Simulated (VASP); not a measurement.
# LiF (P6_3mc) in VASP: settings compared, part 2 of 2

VASP 6.6.1.

**3. Single point, HSE06**

POSCAR

```
LiF
1.0
    3.0810126371      0.0000000000      0.0000000000
   -1.5405063186      2.6682352131      0.0000000000
    0.0000000000      0.0000000000      4.7853429675
Li F
2 2
Direct
    0.3333333333      0.6666666667     -0.0074305300
    0.6666666667      0.3333333333      0.4925694700
    0.3333333333      0.6666666667      0.3824305300
    0.6666666667      0.3333333333      0.8824305300
```

INCAR.step1

```
SYSTEM = LiF
ALGO     = Normal         ! electronic algorithm
EDIFF    = 1E-5           ! SCF threshold, eV
ENCUT    = 520            ! plane-wave cutoff, eV
GGA      = PE             ! functional
ISIF     = 2              ! what is computed and relaxed
ISMEAR   = 0              ! smearing method
LASPH    = .TRUE.         ! aspherical terms in the spheres
LCHARG   = .FALSE.        ! write CHGCAR
LREAL    = .FALSE.        ! projectors in reciprocal space
LWAVE    = .TRUE.         ! write WAVECAR
NBANDS   = 18             ! bands
NELM     = 80             ! most SCF steps
PREC     = Accurate       ! precision mode
SIGMA    = 0.01           ! smearing width, eV
```

INCAR.step2

```
SYSTEM = LiF
ALGO     = Normal         ! electronic algorithm
EDIFF    = 1E-6           ! SCF threshold, eV
ENCUT    = 520            ! plane-wave cutoff, eV
GGA      = PE             ! functional
HFSCREEN = 0.2079         ! screening, 1/A
ISIF     = 2              ! what is computed and relaxed
ISMEAR   = 0              ! smearing method
ISTART   = 1            
LASPH    = .TRUE.         ! aspherical terms in the spheres
LCHARG   = .FALSE.        ! write CHGCAR
LHFCALC  = .TRUE.         ! exact exchange
LREAL    = .FALSE.        ! projectors in reciprocal space
LWAVE    = .FALSE.        ! write WAVECAR
NBANDS   = 18             ! bands
NELM     = 80             ! most SCF steps
PREC     = Accurate       ! precision mode
PRECFOCK = Normal       
SIGMA    = 0.01           ! smearing width, eV
```

KPOINTS

```
k-points
0
G
  6 6 4
  0 0 0
```

Potentials or basis: VASP PAW PBE potentials, release 64 (Li_sv, F).

Run with:

```bash
$ cat potpaw_PBE.64/Li_sv/POTCAR potpaw_PBE.64/F/POTCAR > POTCAR
$ cp INCAR.step1 INCAR
$ mpirun -np 1 vasp_std > vasp.out
$ cp INCAR.step2 INCAR
$ mpirun -np 1 vasp_std > vasp.out
```

OUTCAR:

```text
SYSTEM = LiF
   EDIFF = 1E-6
   ENCUT = 520
   GGA = PE
   HFSCREEN = 0.2079
   ISIF = 2
   ISMEAR = 0
   ISTART = 1
   LASPH = .TRUE.
   LHFCALC = .TRUE.
   LREAL = .FALSE.
   NELM = 80
   PREC = Accurate
   PRECFOCK = Normal

 ion  position               nearest neighbor table
   1  0.333  0.667  0.993-   4 1.86   4 1.86   4 1.86   3 1.87
   2  0.667  0.333  0.493-   3 1.86   3 1.86   3 1.86   4 1.87
   3  0.333  0.667  0.382-   2 1.86   2 1.86   2 1.86   1 1.87
   4  0.667  0.333  0.882-   1 1.86   1 1.86   1 1.86   2 1.87

  LATTYP: Found a hexagonal cell.
 ALAT       =     3.0810126371
 C/A-ratio  =     1.5531721324

  Lattice vectors:

 A1 = (   3.0810126371,   0.0000000000,   0.0000000000)
 A2 = (  -1.5405063186,   2.6682352131,   0.0000000000)
 A3 = (   0.0000000000,   0.0000000000,   4.7853429675)

Analysis of symmetry for initial positions (statically):
=====================================================================
 Subroutine PRICEL returns:
 Original cell was already a primitive cell.

 Routine SETGRP: Setting up the symmetry group for a
 hexagonal supercell.
[... 178 lines left out ...]

 E-fermi :  -4.0184     XC(G=0):  -7.2960

 val. band max:       -4.1124005835   @ k =   0.0000   0.0000   0.0000
 cond. band min:       5.8886532210   @ k =   0.0000   0.0000   0.0000
 fundamental gap:     10.0010538045
 Fermi energy:        -4.0184017343

 k-point     1 :       0.0000    0.0000    0.0000
  band No.  band energies     occupation
      1     -46.5776      2.00000
      2     -46.5317      2.00000
      3     -25.1615      2.00000
      4     -24.8983      2.00000
      5      -6.4052      2.00000
      6      -4.6560      2.00000
[... 418 lines left out ...]
      5      -5.7577      2.00000
      6      -5.7577      2.00000
[... 10 lines left out ...]
     17      19.7640      0.00000
     18      19.7640      0.00000

------------------------ aborting loop because EDIFF is reached ----------------------------------------

  FORCE on cell =-STRESS in cart. coord.  units (eV):
  Direction    XX          YY          ZZ          XY          YZ          ZX
  --------------------------------------------------------------------------------------
  -------------------------------------------------------------------------------------
  Total        0.2102042      0.2102042      0.2446182     -0.0000000      0.0000000      0.0000000
  in kB        8.5609387      8.5609387      9.9625077     -0.0000000      0.0000000      0.0000000
  external PRESSURE =       9.0281284 kB  Pullay stress =       0.0000000 kB

 VOLUME and BASIS-vectors are now :
 -----------------------------------------------------------------------------
  energy-cutoff  :      520.00
  volume of cell :       39.34
      direct lattice vectors                 reciprocal lattice vectors
     3.081012637  0.000000000  0.000000000     0.324568614  0.187389776  0.000000000
    -1.540506319  2.668235213  0.000000000     0.000000000  0.374779553  0.000000000
     0.000000000  0.000000000  4.785342968     0.000000000  0.000000000  0.208971438

 POSITION                                       TOTAL-FORCE (eV/Angst)
 -----------------------------------------------------------------------------------
     -0.00000      1.77882      4.74979        -0.000000     -0.000000      0.003662
      1.54051      0.88941      2.35711         0.000000      0.000000      0.003662
     -0.00000      1.77882      1.83006         0.000000      0.000000     -0.003662
      1.54051      0.88941      4.22273        -0.000000      0.000000     -0.003662
 -----------------------------------------------------------------------------------
    total drift:                               -0.000001     -0.000000      0.008450

  FREE ENERGIE OF THE ION-ELECTRON SYSTEM (eV)
  ---------------------------------------------------
  free  energy   TOTEN  =       -22.7594202314 eV

  energy  without entropy=      -22.7594202314  energy(sigma->0) =      -22.75942023
```

OSZICAR.step1:

```text
N       E                     dE             d eps       ncg     rms          rms(c)
DAV:   1     0.121280175296E+03    0.12128E+03   -0.10953E+04   756   0.121E+03
DAV:   2    -0.100516523087E+02   -0.13133E+03   -0.12858E+03   876   0.299E+02
DAV:   3    -0.205536677290E+02   -0.10502E+02   -0.10442E+02  1384   0.629E+01
DAV:   4    -0.206963020809E+02   -0.14263E+00   -0.14234E+00   944   0.795E+00
DAV:   5    -0.206979965087E+02   -0.16944E-02   -0.16941E-02   986   0.815E-01    0.737E+00
DAV:   6    -0.192125887169E+02    0.14854E+01   -0.39897E+00   798   0.152E+01    0.225E+00
DAV:   7    -0.192401697809E+02   -0.27581E-01   -0.12235E-01   882   0.244E+00    0.149E+00
DAV:   8    -0.192785949000E+02   -0.38425E-01   -0.60250E-02   870   0.235E+00    0.374E-01
DAV:   9    -0.192773190361E+02    0.12759E-02   -0.59392E-03  1018   0.664E-01    0.974E-02
DAV:  10    -0.192783194347E+02   -0.10004E-02   -0.13937E-03   826   0.252E-01    0.469E-02
DAV:  11    -0.192783080227E+02    0.11412E-04   -0.50386E-05  1038   0.647E-02    0.102E-02
DAV:  12    -0.192783112101E+02   -0.31874E-05   -0.77125E-06   740   0.225E-02
   1 F= -.19278311E+02 E0= -.19278311E+02  d E =-.406193-174
```

Wall time 19 min (1 thread of Intel Xeon 6975P-C (Granite Rapids), shared host); peak memory 0.26 GiB.

What came out:

- Free energy: -22.7594 eV
- Largest force: 0.004 eV/Å
- Band gap on the k mesh: 10.00 eV, direct

Forces in eV/Å, atoms in the order of the input:
```
Li   0.000  0.000  0.004
Li   0.000  0.000  0.004
F    0.000  0.000 -0.004
F    0.000  0.000 -0.004
```

Caveat: the cutoff is under 1.25 times the usual one of these potentials, so pressure, stress and relaxed cells hold a basis-set (Pulay) error; the PAW data sets were made with another functional, which shifts forces and pressure a little. A k mesh can miss the band edges.
